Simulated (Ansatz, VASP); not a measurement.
# Hf (Hf strained to the junction's net): VASP beside Ansatz

Wanted: the spread between two codes on one cell, functional and k mesh. The structure shown is the end of the Ansatz relaxation below.

Method: plane waves, with VASP 6.6.1 beside it; single point at PBE, in Ansatz 0.2.0.

## (1) Starting point

Symmetry: P6_3/mmc, No. 194, hexagonal system. The conventional cell has a = 3.090 Å, b = 3.090 Å, c = 5.208 Å, α = 90.00°, β = 90.00°, γ = 120.00°. Hf has 12 Hf at 3.09 to 3.16 Å nearest.

## (2) Ansatz: relaxation, PBE

Ansatz runs on its default PAW (the set named soft_2) files.

This run makes the geometry at which the two programs are then compared.

input.yaml reads:

```yaml
crystal:
  lattice:
    - [3.09, 0.0, 0.0]
    - [-1.545, 2.6760184977, 0.0]
    - [0.0, 0.0, 5.171515625]
  atoms:
    - { symbol: Hf, position: [0.0, 0.0, 0.0] }
    - { symbol: Hf, position: [0.3333333333, 0.6666666667, 0.5] }
kpoints:
  mp_grid: { grid: [12, 12, 6] }
scf:
  occupations: { method: fermi_dirac, width: 0.1 }
  max_iter: 150
hamiltonian:
  xc: pbe
relax:
  f_tol: 0.01
  max_steps: 40
  cell: { fix: [a, b, angles] }
```

The run is started by

```
$ ansatz run input.yaml --threads 4 --pin off --max-ram 12288MiB --backend cpu --events-out ev --progress --plain --runs-dir out
```

Numbers of over 12 decimals in the logs are rounded to 6 here.

What it wrote:

```text
Engine: ansatz 0.2.0, aarch64-unknown-linux-gnu
Pseudopotentials: kind: paw
Pseudopotential: Hf, paw, valence charge 26, recommended cutoff 420 eV (normal), Hf.paw.azcp
Functional definition: PBE
  parameter kappa = 0.804
  parameter beta = 0.066725
  exchange = pbe_x(kappa = kappa, mu = beta*pi^2/3)
  correlation = pbe_c(beta = beta)
Crystal: 2 atoms, lattice volume = 42.763 Å³
Basis set: ecut = 420 eV, 809 PW (Γ), exchange–correlation on 48×48×72 points (8 copies of the dense FFT grid, shifted against one another)
Bands: 32, of which v1, the nominal top of the filled ones, is band 26 counted from 1 (25 counted from 0)
Symmetry: 24 space group operations
Space group: P63/mmc (ITA 194), of the structure as read, at distance tolerance 3.5e-5 Å
k-points: 76 of 864
Non-local potential: Hf, projectors of the file, l = 0: 3, l = 1: 2, l = 2: 2, l = 3: 3
PAW form: soft (Blöchl's): semilocal exchange-correlation on the pseudo side does not see the compensation charge
PAW one-centre angular grid: Hf, 590 points (default); XC on 64 Gauss nodes
Initial density: superposition of atomic densities (neutral atoms: chi_scale 0, normalization atom), corrected by the library's trained network
Initial wavefunctions: pseudopotential atomic-orbital guess
Functional: x = pbe(κ = 0.804, μ = 0.219515), c = pbe(β = 0.066725)
SCF iter   1: F=—  HF=-31442.672444 eV  |F-HF|=—  |Δ(HF+E_count)|=         —  Δρ=3.05e-3  dr2=1.90e-3  ethr=1.77e-3  ⟨swp⟩=4.4  Hψ=8012  notcnv=0
preconditioner: auto → Kerker (q_TF=auto, 2.819 Å⁻¹)  [metal: Δε(μ)=0.075 eV  Ē_g=17.587 eV  σ=0.100 eV  W_gap=0.18  n_scr=22 (ndim 8)  ℏωp=39.3 eV  f_vac=0.000  D(μ)=1.67/eV (n_scr^D=22)]
SCF iter   2: F=—  HF=-31442.672484 eV  |F-HF|=—  |Δ(HF+E_count)|=   3.98e-5  Δρ=1.91e-3  dr2=8.25e-4  ethr=3.65e-6  ⟨swp⟩=2.1  Hψ=3671  notcnv=0
SCF iter   3: F=—  HF=-31442.672678 eV  |F-HF|=—  |Δ(HF+E_count)|=   1.94e-4  Δρ=3.86e-4  dr2=6.01e-5  ethr=1.59e-6  ⟨swp⟩=2.0  Hψ=3819  notcnv=0
SCF iter   4: F=—  HF=-31442.672614 eV  |F-HF|=—  |Δ(HF+E_count)|=   6.39e-5  Δρ=2.16e-4  dr2=1.06e-5  ethr=1.16e-7  ⟨swp⟩=2.0  Hψ=4415  notcnv=0
SCF iter   5: F=—  HF=-31442.672642 eV  |F-HF|=—  |Δ(HF+E_count)|=   2.78e-5  Δρ=4.35e-5  dr2=3.76e-7  ethr=2.03e-8  ⟨swp⟩=2.3  Hψ=3216  notcnv=0
SCF iter   6: F=-31442.672642 eV  HF=-31442.672642 eV  |F-HF|=5.09e-11  |Δ(HF+E_count)|=   3.20e-7  Δρ=1.24e-5  dr2=3.45e-8  ethr=1.92e-10  ⟨swp⟩=5.1  Hψ=9598  notcnv=0
SCF 1 converged in 6 iterations: F = -31442.672642 eV  dr2 = 3.45e-8
  greatest PAW one-centre occupation: 0.998 electrons in one spin orbital (limit 2), on the Hf atom at site 1 (counted from 0), in its partial waves of l = 0
relax step   1: F+E_penalty+E_count = -31442.67264250 eV  Δ(F+E_penalty+E_count) = +0.000e0 eV  max|allowed force component| = 1.758e-16 eV/Å  Δτ_max = 0.0000 Å  P = +6.156 GPa  Ω = 42.763 Å³  fix = [a, b, alpha, beta, gamma]  reactions: a +8.545, b +8.545 GPa  (6 SCF iters, dr2 threshold 1.00e-7 eV, accepted)
[...]
relax step   2: F+E_penalty+E_count = -31442.67282755 eV  Δ(F+E_penalty+E_count) = -1.851e-4 eV  max|allowed force component| = 1.573e-16 eV/Å  Δτ_max = 0.0000 Å  P = +4.602 GPa  Ω = 43.313 Å³  energy of the carried Pulay correction = -1.639e-4 eV  fix = [a, b, alpha, beta, gamma]  reactions: a +7.471, b +7.471 GPa  (5 SCF iters, dr2 threshold 2.00e-7 eV, accepted)
[...]
relax step   3: F+E_penalty+E_count = -31442.67381057 eV  Δ(F+E_penalty+E_count) = -9.830e-4 eV  max|allowed force component| = 1.203e-16 eV/Å  Δτ_max = 0.0000 Å  P = +5.291 GPa  Ω = 43.064 Å³  energy of the carried Pulay correction = -9.013e-5 eV  fix = [a, b, alpha, beta, gamma]  reactions: a +7.951, b +7.951 GPa  (5 SCF iters, dr2 threshold 2.00e-7 eV, accepted)
[...]
relax step   4: F+E_penalty+E_count = -31442.67390521 eV  Δ(F+E_penalty+E_count) = -9.464e-5 eV  max|allowed force component| = 1.110e-16 eV/Å  Δτ_max = 0.0000 Å  P = +5.291 GPa  Ω = 43.064 Å³  fix = [a, b, alpha, beta, gamma]  reactions: a +7.951, b +7.951 GPa  stress off target by 2.86e-2 GPa on what of the cell is left free  SCF on the basis re-selected at this cell (its energy is not comparable with the rows above)  (5 SCF iters)
basis re-selected at this cell: Δ(F+E_penalty+E_count) = -9.464e-5 eV, ΔP = +0.000 GPa vs the last step (what re-selecting the basis moved, of the pressure what is left beyond the Pulay correction that the steps carried, after the strain that the cell walked since its last selection, with what the two solves' SCF thresholds leave and, on support functions, any second-order correction that the steps lacked; it is no m [...]
SCF converged after 5 iterations
Free energy (F): -31442.673905 eV
Harris-Foulkes:  -31442.673905 eV  (|F-HF|=3.64e-12)
Internal energy: -31442.614023 eV  (E = F + TS)
E sigma→0 (E₀):  -31442.643964 eV
Entropy (-TS):   -0.059882 eV (-29.941 meV/atom)
Fermi energy:    20.709388 eV
--- Per-component energies (eV) ---
  E_band       = 121.283521
  E_kinetic    = 851.947535
  E_local      = -9937.998773  (includes V_loc(G=0)·N_el)
  E_nonlocal   = -2488.318711
  E_hartree    = 4693.923630
  E_xc         = -601.526990
  E_vxc        = -534.115544  (∫ρ·V_xc dr)
  E_paw        = -13856.448458  (= ΣΔE_a)
  E_vpaw       = 2841.921738  (= ΣTr[D̂ρ^β])
  E_aug_tail   = -0.000002  (compensation charges beyond the density's cutoff)
  E_ewald      = -10104.192254
  E_smearing   = -0.059882  (= −TS)
  E_closure    = 0.000000  (closes the sum)
  Σ components = -31442.673905   (vs F -31442.673905, Δ=0.00e0)
--- Forces (eV/Å), atoms counted from 1 ---
  atom   1  Hf     0.00000000    -0.00000000     0.00000000
  atom   2  Hf     0.00000000     0.00000000     0.00000000
  max |Σ_I F_I| component: 1.85e-17 eV/Å
--- Stress (GPa, compression-positive) ---
        7.950622       0.000000       0.000000
        0.000000       7.950622       0.000000
        0.000000       0.000000      -0.028617
  P = ⅓ Tr σ = 5.2909 GPa (52.909 kbar)
--- Relaxed structure (3 steps of the walk, 3 accepted, 1 SCFs on fresh bases) ---
  F+E_penalty+E_count = -31442.67390521 eV   max|allowed force component| = 1.110e-16 eV/Å   (the final SCF, on the basis selected at the relaxed cell)
  cell:  # Å, volume = 43.0643 Å³
    - [3.090000, 0, 0.0]
    - [-1.545000, 2.676018, 0.0]
    - [0.0, 0.0, 5.207982747716]
  atoms:
    - { symbol: Hf, position: [9.251858539620026e-18, -5.0885221963063406e-17, 0.0] }
    - { symbol: Hf, position: [0.333333, 0.666667, 0.5] }
```

## (3) VASP: single point, PBE

The same cell, functional, mesh and smearing now go to VASP, with its own data sets.

Lines of VASP's logs that name or quote its potential files are left out, and so is its time.

INCAR reads:

```
SYSTEM = Hf
PREC = Accurate
ENCUT = 500
EDIFF = 1E-06
NELM = 120
ISMEAR = -1
SIGMA = 0.1
LREAL = .FALSE.
ALGO = Normal
GGA = PE
NBANDS = 16
LASPH = .TRUE.
LORBIT = 11
LWAVE = .FALSE.
LCHARG = .FALSE.
ISIF = 2
GGA_COMPAT = .FALSE.
KPAR = 2
```

POSCAR reads:

```
Hf
1.0
    3.0900000000      0.0000000000      0.0000000000
   -1.5450000000      2.6760184977      0.0000000000
    0.0000000000      0.0000000000      5.2079827477
Hf
2
Direct
    0.0000000000      0.0000000000      0.0000000000
    0.3333333333      0.6666666667      0.5000000000
```

KPOINTS reads:

```
Automatic mesh
0
Gamma
12 12 6
0 0 0
```

The projector-augmented-wave data sets are Hf_pv (PBE family, release 64).

The run is started by

```
$ mpirun -np 2 vasp_std
```

What it wrote:

```text
[banner, memory and clock lines left out]
running    2 mpi-ranks, on    1 nodes
 distrk:  each k-point on    1 cores,    2 groups
 distr:  one band on    1 cores,    1 groups

 POSCAR found type information on POSCAR Hf
 POSCAR found :  1 types and       2 ions
 LDA part: xc-table for (Slater+PW92), standard interpolation
 POSCAR, INCAR and KPOINTS ok, starting setup
 FFT: planning ... GRIDC
 FFT: planning ... GRID_SOFT
 FFT: planning ... GRID
 WAVECAR not read
 entering main loop
       N       E                     dE             d eps       ncg     rms          rms(c)
DAV:   1     0.479767073275E+02    0.47977E+02   -0.11130E+04  2432   0.115E+03
DAV:   2    -0.188111219974E+02   -0.66788E+02   -0.65344E+02  3208   0.251E+02
DAV:   3    -0.204451315799E+02   -0.16340E+01   -0.16266E+01  3248   0.270E+01
DAV:   4    -0.204570832229E+02   -0.11952E-01   -0.11950E-01  3024   0.287E+00
DAV:   5    -0.204572317125E+02   -0.14849E-03   -0.14848E-03  3184   0.262E-01    0.663E+01
DAV:   6    -0.199795974538E+02    0.47763E+00   -0.43876E-01  2880   0.459E+00    0.394E+01
DAV:   7    -0.198123211575E+02    0.16728E+00   -0.74883E-01  2936   0.576E+00    0.184E+00
DAV:   8    -0.198031754195E+02    0.91457E-02   -0.47639E-02  2808   0.152E+00    0.373E-01
DAV:   9    -0.198032863129E+02   -0.11089E-03   -0.10343E-03  3352   0.238E-01    0.191E-01
DAV:  10    -0.198032739284E+02    0.12384E-04   -0.49832E-05  2824   0.513E-02    0.219E-01
DAV:  11    -0.198032783580E+02   -0.44296E-05   -0.58359E-06  3120   0.188E-02    0.286E-03
DAV:  12    -0.198032783067E+02    0.51292E-07   -0.32146E-07  1648   0.421E-03
   1 F= -.19803278E+02 E0= -.19773304E+02  d E =-.599477E-01
```

From OUTCAR (step 3):

```text
ion  position               nearest neighbor table
   1  0.000  0.000  0.000-   2 3.16   2 3.16   2 3.16   2 3.16   2 3.16   2 3.16
   2  0.333  0.667  0.500-   1 3.16   1 3.16   1 3.16   1 3.16   1 3.16   1 3.16

  LATTYP: Found a hexagonal cell.
 ALAT       =     3.0900000000
 C/A-ratio  =     1.6854313099

 Subroutine GETGRP returns: Found 24 space group operations
 (whereof 12 operations were pure point group operations)

The static configuration has the point symmetry D_3h.
 The point group associated with its full space group is D_6h.

 Found     76 irreducible k-points:

   k-points           NKPTS =     76   k-points in BZ     NKDIM =     76   number of bands    NBANDS=     16

   dimension x,y,z NGX =    24 NGY =   24 NGZ =   40
   dimension x,y,z NGXF=    48 NGYF=   48 NGZF=   80

   ENCUT  =  500.0 eV  36.75 Ry    6.06 a.u.   5.63  5.63  9.50*2*pi/ulx,y,z

   NELECT =      20.0000    total number of electrons

 k-points in reciprocal lattice and weights: Automatic mesh
   0.00000000  0.00000000  0.00000000       0.001
   0.08333333  0.00000000  0.00000000       0.007
   0.16666667  0.00000000  0.00000000       0.007
   0.25000000  0.00000000  0.00000000       0.007
   0.33333333 -0.00000000  0.00000000       0.007
   0.41666667  0.00000000  0.00000000       0.007
   0.50000000  0.00000000  0.00000000       0.003
   0.08333333  0.08333333  0.00000000       0.007
   0.16666667  0.08333333  0.00000000       0.014
[...]
0.33333333  0.25000000  0.50000000       0.014
   0.33333333  0.33333333  0.50000000       0.002

 average (electrostatic) potential at core
       1 -36.9674       2 -36.9674

 E-fermi :   5.1411

 k-point     1 :       0.0000    0.0000    0.0000
  band No.  band energies     occupation
    ...
      4     -24.9169      2.00000
      5     -24.8308      2.00000
      6     -24.8308      2.00000
      7      -2.3240      2.00000
      8       1.1912      2.00000
      9       5.4485      0.08838
     10       6.0413      0.00025
     11       6.5114      0.00000
     12       6.5114      0.00000
     13       7.2077      0.00000
    ...

 k-point     2 :       0.0833    0.0000    0.0000
  band No.  band energies     occupation
    ...
      5     -24.8868      2.00000
      6     -24.8397      2.00000
      7      -2.0929      2.00000
      8       1.4330      2.00000
      9       5.1978      0.72399
     10       5.8016      0.00270
     11       6.6001      0.00000
     12       6.7323      0.00000
     13       6.9576      0.00000
     14       7.4222      0.00000
    ...

 k-point     3 :       0.1667    0.0000    0.0000
  band No.  band energies     occupation
    ...
      6     -24.8647      2.00000
      7      -1.4391      2.00000
      8       2.0761      2.00000
      9       4.5934      1.99167
     10       5.2075      0.67965
     11       6.2774      0.00002
     12       7.1135      0.00000
     13       7.3821      0.00000
     14       7.3824      0.00000
     15       7.7351      0.00000
    ...

  Total        2.0283956      2.0283956     -0.1418135      0.0000000      0.0000000      0.0000000
  in kB       75.4650954     75.4650954     -5.2760768      0.0000000      0.0000000      0.0000000
  external PRESSURE =      48.5513713 kB  Pullay stress =       0.0000000 kB

  energy-cutoff  :      500.00
  volume of cell :       43.06
      direct lattice vectors                 reciprocal lattice vectors
     3.090000000  0.000000000  0.000000000     0.323624595  0.186844747  0.000000000
    -1.545000000  2.676018498  0.000000000     0.000000000  0.373689495  0.000000000
     0.000000000  0.000000000  5.207982748     0.000000000  0.000000000  0.192012925

 POSITION                                       TOTAL-FORCE (eV/Angst)
 -----------------------------------------------------------------------------------
      0.00000      0.00000      0.00000         0.000000      0.000000      0.000000
     -0.00000      1.78401      2.60399        -0.000000      0.000000      0.000000
 -----------------------------------------------------------------------------------
    total drift:                                0.000000     -0.000000     -0.000000

  FREE ENERGIE OF THE ION-ELECTRON SYSTEM (eV)
  ---------------------------------------------------
  free  energy   TOTEN  =       -19.8032783067 eV

  energy  without entropy=      -19.7433306357  energy(sigma->0) =      -19.77330447

 total charge
# of ion       s       p       d       tot
------------------------------------------
    1        0.402   6.399   1.604   8.405
    2        0.402   6.399   1.604   8.405
--------------------------------------------------
tot          0.805  12.798   3.208  16.810

[... 3 further parts left out ...]
```

Harder data sets than Hf_pv exist (the GW ones), and pressures, volumes and forces can shift noticeably with them.

## (4) Comparison

Known differences besides the potentials themselves: the data sets hold 52 valence electrons in Ansatz (on its default PAW (the set named soft_2) files) and 20 in VASP; the cutoff is 420 eV in Ansatz and 500 eV in VASP; Ansatz's pressure holds a Pulay correction, VASP's none. Total energies have different zeros and are not compared.

Both answers:

```csv
quantity,Ansatz,VASP,difference
pressure (GPa),5.29,4.86,+0.44
```

## (5) Results

| Property | Result |
| --- | --- |
| difference in pressure (single point, PBE) | 0.44 GPa |

What this shows: The difference in pressure is 0.44 GPa (single point, PBE), within the 1 GPa picked in this series as the mark of a large difference. The data sets hold unlike numbers of valence electrons (52 in Ansatz and 20 in VASP), so part of the differences comes from the potentials. Such differences can come from data sets, numerical settings and the points named under the comparisons, not from the functional's error against experiment.

[Lines on the potential files, build, host, timing and source positions are cut from VASP's logs without a mark.]

[Logs are printed without paths, hosts, clocks, repeated set-up lines and the standing remarks that a program may print on its own settings, such as how far it seeks lower states.]

[Hosts, paths, dates, database ids (printed as entryN), source tags and the programs' standing remarks are cut or masked in the printed files.]
